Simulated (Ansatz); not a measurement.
Runs of Ansatz 0.2.0 on CdSe. The structure is cubic, space group F-43m (No. 216). The conventional cell has a = 6.141 Å, b = 6.141 Å, c = 6.141 Å, α = 90.00°, β = 90.00°, γ = 90.00°. Cd (site symmetry -43m) is surrounded by 4 Se at 2.66 Å. Se (site symmetry -43m) has 4 Cd at 2.66 Å as nearest neighbours. Measurements of this composition are mostly on another form, of space group No. 186.

```tsv
task	level	cell	cutoff (eV)	points for each segment of the path	gap on the mesh (eV)	pressure (GPa)	relaxed volume (Å³/atom)
band structure	r2SCANh	as given	500	4	(b)	-0.3	-
relaxation of cell and atoms	B3LYP	relaxed	420	-	1.58	0.0	(a)
relaxation of cell and atoms	HSE06	relaxed	420	-	1.48	0.0	29.08
band structure	r2SCAN0	as given	500	4	2.42	-0.7	-
```

Alike in all rows: potentials or basis Ansatz PAW; no spin polarisation; k mesh 4 × 4 × 4; smearing fermi-dirac 0.05 eV; the mesh is coarse, so values aren't converged.

**Question.** Fill in the values left out.

**Answer.** (a) 30.43; (b) 1.57.

Caveats: all runs use coarse meshes; the PAW data sets come from PBE, with cores solved anew for the run's functional, which leaves a small shift of forces and pressure; the thresholds are loose for stress (some runs); the plane-wave basis is chosen anew once the cell has moved, so the energies of steps on either side of that aren't comparable (some runs).

A k mesh can miss the band edges, and the runs leave out spin-orbit coupling on Cd, Se.
